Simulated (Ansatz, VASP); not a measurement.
**Two plane-wave programs on Cr**

```
Cr
1.0
    -1.55731    1.55731    1.49963
     1.55731   -1.55731    1.49963
     1.55731    1.55731   -1.49963
Cr
1
Direct
  0.00000 0.00000 0.00000
```

Change from the starting cell: strain +0.080 along x and y, +0.040 along z, atoms carried along.

Alike in both runs: task single point; functional PBE; k mesh 24 × 24 × 24; occupations gaussian, width 0.15 eV; no spin polarisation.

```csv
,VASP,Ansatz
version,VASP 6.6.1,Ansatz 0.2.0
potentials or method,"VASP PAW PBE potentials, release 64 (Cr_pv)","scalar-relativistic, plane waves, PAW"
plane-wave cutoff (eV),520,420
valence electrons in the cell,12,14
```

|  | VASP | Ansatz | Ansatz less VASP |
| --- | --- | --- | --- |
| gap on the k mesh at the Fermi level (eV) | none | none | - |
| pressure (GPa) | -36.1 | -36.0 | +0.07 |
| largest component of the traceless stress (GPa) | 4.99 | 5.04 | +0.049 |

A gap of «none» marks a metal or a gap that the smearing closes. The two sets of potentials don't hold the same shells in valence.

Caveats: the cell as given lies far from equilibrium; so large a pressure means that the cell lies far from this level's equilibrium, or that cutoff or potentials fall short (VASP); the run has no spin polarisation, though such a crystal can be magnetic. Spin polarisation is off, so any magnetic state and its effect on volume and gap are missing.
